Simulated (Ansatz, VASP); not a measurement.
KBr: VASP beside Ansatz

File INCAR:

```
PREC = Accurate ; ENCUT = 520
EDIFF = 1E-6 ; ISMEAR = 0
SIGMA = 0.05 ; LREAL = F
LASPH = T ; NELM = 100
ALGO = Normal ; ISIF = 2
LWAVE = F ; LCHARG = F
GGA = PE ; NBANDS = 15
```

File KPOINTS:

```
regular mesh
0
Gamma
  6 6 6
```

POSCAR

```
KBr
1.0
    4.0434990000      0.0000000000      0.0000000000
    0.0000000000      4.0434990000      0.0000000000
    0.0000000000      0.0000000000      3.9221940300
K Br
1 1
Direct
    0.0000000000      0.0000000000      0.0000000000
    0.5000000000      0.5000000000      0.5000000000
```

Input for Ansatz:

```yaml
crystal:
  lattice:
    - [4.043499, 0.0, 0.0]
    - [0.0, 4.043499, 0.0]
    - [0.0, 0.0, 3.92219403]
  atoms:
    - { symbol: K, position: [0.0, 0.0, 0.0] }
    - { symbol: Br, position: [0.5, 0.5, 0.5] }
basis:
  ecutwfc: 420
kpoints:
  mp_grid: { grid: [6, 6, 6] }
hamiltonian:
  xc: pbe
scf:
  occupations: { method: gaussian, width: 0.05 }
output:
  forces: true
  stress: true
  eigenvalues: true
```

Change from the starting cell: strain -0.0300 x Voigt [0, 0, 1, 0, 0, 0], atoms carried along.

Alike in both runs: task single point; functional PBE; k mesh 6 × 6 × 6; occupations gaussian, width 0.05 eV; no spin polarisation.

|  | VASP | Ansatz |
| --- | --- | --- |
| version | VASP 6.6.1 | Ansatz 0.2.0 |
| potentials or method | VASP PAW PBE potentials, release 64 (K_sv, Br) | scalar-relativistic, plane waves, PAW |
| plane-wave cutoff (eV) | 520 | 420 |
| valence electrons in the cell | 16 | 16 |

VASP gave:

```
gap on the k mesh at the Fermi level (eV)       : 3.84
least direct gap on the mesh (eV)               : 4.09
pressure (GPa)                                  : 0.5
largest component of the traceless stress (GPa) : 0.76
```

Task: Estimate Ansatz's values.

Result: gap on the k mesh at the Fermi level (eV): 3.85; least direct gap on the mesh (eV): 4.09; pressure (GPa): 0.5; largest component of the traceless stress (GPa): 0.76.

With one functional, cell and mesh, what is left measures potentials, basis and numerics.

A k mesh can miss the band edges.
